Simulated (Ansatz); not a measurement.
# HfN2: the cost of one run

Method: DFT PBE, scalar-relativistic, plane waves, PAW, in Ansatz 0.2.0.

### Step 1. Starting point

It takes space group Fm-3m (No. 225, cubic). Conventional cell: a = 5.089 Å, b = 5.089 Å, c = 5.089 Å, α = 90.00°, β = 90.00°, γ = 90.00°. Hf (site symmetry m-3m) is surrounded by 8 N at 2.20 Å. N (site symmetry -43m) is surrounded by 4 Hf at 2.20 Å.

Structure file:

```
CELL_PARAMETERS angstrom
0.00000 2.54472 2.54472
2.54472 0.00000 2.54472
2.54472 2.54472 0.00000
ATOMIC_POSITIONS crystal
Hf 0.00000 0.00000 0.00000
N 0.25000 0.25000 0.25000
N 0.75000 0.75000 0.75000
```

This is candidate A: fluorite type (Fm-3m, No. 225).

(A quick probe on a coarse mesh, which set the mesh and smearing, is not shown.)

### Step 3. A loose first relaxation (candidate A)

File input.yaml:

```yaml
crystal:
  lattice:
    - [0.0, 2.5447244617, 2.5447244617]
    - [2.5447244617, 0.0, 2.5447244617]
    - [2.5447244617, 2.5447244617, 0.0]
  atoms:
    - { symbol: Hf, position: [0.0, 0.0, 0.0] }
    - { symbol: "N", position: [0.25, 0.25, 0.25] }
    - { symbol: "N", position: [0.75, 0.75, 0.75] }
basis:
  ecutwfc: 420
kpoints:
  mp_grid: { grid: [6, 6, 6] }
hamiltonian:
  xc: pbe
scf:
  occupations: { method: gaussian, width: 0.1 }
  lower_state_search: "off"
output:
  forces: true
  stress: true
  eigenvalues: true
relax:
  adjacent_minimum: "off"
  f_tol: 0.04
  max_steps: 70
  cell: { stress_tol: 0.4 }
```

Run with:

```console
ansatz run input.yaml --threads 1 --pin off --max-ram 2560MiB --backend cpu --events-out ev --progress --plain --runs-dir out
```

**Question.** How long does this run take on 1 thread of AMD EPYC 7R43 (Zen 3), shared host, and how much memory does it need?

About 7 s, with a peak of 0.33 GiB.
